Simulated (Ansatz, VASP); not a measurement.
One calculation of Al, two programs

The input POSCAR:

```
Al
1.0
    0.0000000000      2.0248050000      2.0248050000
    2.0248050000      0.0000000000      2.0248050000
    2.0248050000      2.0248050000      0.0000000000
Al
1
Direct
    0.0000000000      0.0000000000      0.0000000000
```

The input INCAR.step1:

```
SYSTEM = Al
PREC = Accurate ; ENCUT = 600
EDIFF = 1E-5 ; ISMEAR = -1
SIGMA = 0.05 ; LREAL = .FALSE.
LASPH = .TRUE. ; NELM = 80
ALGO = Normal ; LWAVE = .TRUE.
LCHARG = .FALSE. ; GGA = PE
```

The input INCAR.step2:

```
SYSTEM = Al
PREC = Accurate ; ENCUT = 600
EDIFF = 1E-6 ; ISMEAR = -1
SIGMA = 0.05 ; LREAL = .FALSE.
LASPH = .TRUE. ; NELM = 80
ALGO = Normal ; ISIF = 3
LWAVE = .FALSE. ; LCHARG = .FALSE.
GGA = PE ; LHFCALC = .TRUE.
AEXX = 1.0 ; ALDAC = 0.0
AGGAC = 0.0 ; PRECFOCK = Fast
HFRCUT = -1 ; IBRION = 2
NSW = 40 ; EDIFFG = -0.005
ISTART = 1
```

KPOINTS

```
regular mesh
0
G
  6 6 6
  0 0 0
```

input.yaml

```yaml
crystal:
  lattice:
    - [0.0, 2.024805, 2.024805]
    - [2.024805, 0.0, 2.024805]
    - [2.024805, 2.024805, 0.0]
  atoms:
    - { symbol: Al, position: [0.0, 0.0, 0.0] }
hamiltonian:
  xc: hf
  pseudopotentials: { kind: paw }
kpoints:
  mp_grid: { grid: [6, 6, 6] }
scf:
  occupations: { method: fermi_dirac, width: 0.05 }
output:
  forces: true
  stress: true
  write_density: true
  write_potential: true
  elf: true
  volumetric_format: npy
relax:
  f_tol: 0.01
  max_steps: 40
  cell: { stress_tol: 0.05 }
```

Alike in both runs: task relaxation of cell and atoms; functional HF; k mesh 6 × 6 × 6; occupations fermi-dirac, width 0.05 eV; no spin polarisation.

```csv
,VASP,Ansatz
version,VASP 6.6.1,Ansatz 0.2.0
potentials or method,"VASP PAW PBE potentials, release 64 (Al)",Ansatz PAW
plane-wave cutoff (eV),600,420
valence electrons in the cell,3,3
```

Ansatz gave:

```
gap on the k mesh at the Fermi level, each at its own relaxed structure (eV) : none
relaxed volume (Å³/atom)                                                     : 17.62
relaxed cell length with the largest relative difference (Å)                 : 2.921
energy change over the relaxation (meV/atom)                                 : -14
```

Question: Estimate VASP's values.

Answer: gap on the k mesh at the Fermi level, each at its own relaxed structure (eV): none; relaxed volume (Å³/atom): 20.50; relaxed cell length with the largest relative difference (Å): 3.072; energy change over the relaxation (meV/atom): -116.

A gap of «none» marks a metal or a gap that the smearing closes. One of these differences is far larger than is usual between the two programs; its cause wasn't traced.

Caveats: the k mesh is coarse (spacing up to 0.45 Å⁻¹), so the values aren't converged, least of all with exact exchange; the volume moved by over 15 % at a fixed basis, so the end points are rough (VASP); the PAW data sets were made with another functional, which shifts forces and pressure a little (VASP); the volume moved by +23 % from the deposited cell, more than functionals usually miss (VASP); the plane-wave basis is chosen anew once the cell has moved, so the energies of steps on either side of that aren't comparable (Ansatz); the PAW data sets come from PBE, with cores solved anew for the run's functional, which leaves a small shift of forces and pressure (Ansatz). Zero-point motion and thermal expansion aren't in these numbers.
